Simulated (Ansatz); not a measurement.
BAs:

```
As B
1.0
     0.00000    2.38850    2.38850
     2.38850    0.00000    2.38850
     2.38850    2.38850    0.00000
As B
1 1
Cartesian
  1.1943 1.1943 1.1943
  0.0000 0.0000 0.0000
```

Program: Ansatz 0.2.0. Alike in all runs: no spin polarisation; cell as given.

Question: Order these runs on this cell by their pressure, lowest first.
A. level PBE-EpsX; potentials or basis JTH PAW; k mesh 6 × 6 × 6; cutoff (eV) 1350; smearing fixed; mesh quality not flagged
B. level PBEsol+D3(BJ); potentials or basis Ansatz PAW; k mesh 10 × 10 × 10; cutoff (eV) 420; smearing gaussian 0.1 eV; mesh quality not flagged
C. level LC-wPBE; potentials or basis PseudoDojo standard (PBE files); k mesh 5 × 5 × 5; cutoff (eV) 1143; smearing fermi-dirac 0.1 eV; mesh quality coarse

Answer: C (-6.2 GPa), B (-4.0 GPa), A (1.4 GPa).

Caveats: some runs use coarse meshes; the thresholds are loose for stress (some runs); the potentials were made for another functional, which shifts forces and pressure (some runs); the PAW data sets come from PBE, with cores solved anew for the run's functional, which leaves a small shift of forces and pressure (some runs).

Runs at the PBE level aren't shown here.
